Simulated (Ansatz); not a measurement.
Method: DFT PBE, scalar-relativistic, plane waves, PAW (Ansatz 0.2.0). All cells share a 420 eV cutoff and Γ-centred k meshes spaced at most about 0.3 Å⁻¹ (about 0.25 or finer for metals, 2π included). No spin polarisation.

All energies are static (0 K, no zero-point motion).

Two relaxed structures of Zn2SnO3:

A.

```cif
data_structure
_symmetry_space_group_name_H-M 'Cm'
_symmetry_Int_Tables_number 8
_cell_length_a 6.0749
_cell_length_b 10.3188
_cell_length_c 5.5634
_cell_angle_alpha 90.000
_cell_angle_beta 92.128
_cell_angle_gamma 90.000
_cell_volume 348.51
loop_
_atom_site_label
_atom_site_type_symbol
_atom_site_symmetry_multiplicity
_atom_site_Wyckoff_symbol
_atom_site_fract_x
_atom_site_fract_y
_atom_site_fract_z
_atom_site_occupancy
Zn1 Zn 4 b 0.33716 0.82279 0.99187 1
Zn2 Zn 4 b 0.66400 0.83007 0.49765 1
Sn1 Sn 2 a 0.18473 0.00000 0.54488 1
Sn2 Sn 2 a 0.83008 0.00000 0.03325 1
O1 O 4 b 0.36199 0.80915 0.62773 1
O2 O 2 a 0.77840 0.00000 0.64300 1
O3 O 4 b 0.63878 0.80883 0.13489 1
O4 O 2 a 0.20313 0.00000 0.92888 1
```

B.

```cif
data_structure
_symmetry_space_group_name_H-M 'I-4m2'
_symmetry_Int_Tables_number 119
_cell_length_a 3.4108
_cell_length_b 3.4108
_cell_length_c 14.9405
_cell_angle_alpha 90.000
_cell_angle_beta 90.000
_cell_angle_gamma 90.000
_cell_volume 173.81
loop_
_atom_site_label
_atom_site_type_symbol
_atom_site_symmetry_multiplicity
_atom_site_Wyckoff_symbol
_atom_site_fract_x
_atom_site_fract_y
_atom_site_fract_z
_atom_site_occupancy
Zn1 Zn 4 e 0.50000 0.50000 0.17840 1
Sn1 Sn 2 a 0.00000 0.00000 0.00000 1
O1 O 2 c 0.00000 0.50000 0.25000 1
O2 O 4 f 0.50000 0.00000 0.10635 1
```

Question: Which would you expect to be lower, and how large is the difference?

Answer: A is lower, by 87 meV/atom. A has space group Cm (No. 8), 14.5 Å³/atom and a gap of 1.26 eV on its mesh; B has Zn and Sn ordered on zinc blende sites, space group I-4m2 (No. 119), 14.5 Å³/atom and no gap. Counting O atoms around Sn and Zn (those within 1.25 times the shortest such distance or 1.15 times the sum of covalent radii, 1.27 where that leaves under three; a plus sign parts nearer from farther groups; a slash parts the counts of unlike sites), A has Zn 4, Sn 3+1/4 and B has Zn 4, Sn 4. Origin: A, invented, then shaken at random and relaxed again; B, invented.

Kohn–Sham gaps at this level usually fall short of measured ones. The zero gap of I-4m2 may come from the functional, which often closes small gaps. Cells relaxed within their symmetry can be saddle points.
